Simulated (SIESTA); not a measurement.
The system is MnO.

```xyz
2
Lattice="0.0000 2.2239 2.2239 2.2239 0.0000 2.2239 2.2239 2.2239 0.0000" Properties=species:S:1:pos:R:3 pbc="T T T"
Mn    0.0000    0.0000    0.0000
O     2.2239    2.2239    2.2239
```

The cell is a database's computed one.

Base run:

| Property | Result |
| --- | --- |
| Program | SIESTA 5.4.2 |
| Functional | PBE |
| Potentials or basis | PseudoDojo 0.4 standard (PBE files) |
| Basis | DZP (energy shift 0.003 Ry; two zetas on semicore shells) |
| Grid cutoff | 800 Ry |
| Energy shift | 0.003 Ry |
| k mesh | 7 × 7 × 7 |
| Occupations | fermi-dirac, width 0.05 eV |
| Spin | collinear spin, ferromagnetic start |
| Starting moments | [4.0, 0.0] μB |
| Hubbard terms | Mn d U = 8 eV |

Its results: band gap on the k mesh 0.89 eV, indirect (least direct gap 2.66 eV); pressure 14.6 GPa; net moment 5.00 μB per cell; site moments Mn +4.96; O +0.04 μB.

Problem. The run is repeated on the same cell with these changes: hubbard terms from Mn d U = 8 eV to none. What comes out?

Solution. Band gap on the k mesh none (metal or under the smearing width); pressure 1.3 GPa; net moment 4.82 μB per cell; site moments Mn +4.64; O +0.17 μB.

The U term pushes filled and empty states of the shell apart.

Caveats: short orbitals over semicore shells can move pressures by several GPa; the basis of atomic orbitals isn't converged, which shifts pressures, moduli and gaps; a cell with one magnetic atom can't hold antiferromagnetic order, which such compounds often take; an odd mesh through Γ misses points on the zone boundary, where band edges often lie (some runs); semilocal functionals often make such compounds metallic where correlation or magnetic order opens a gap, which also shifts bond lengths (some runs).
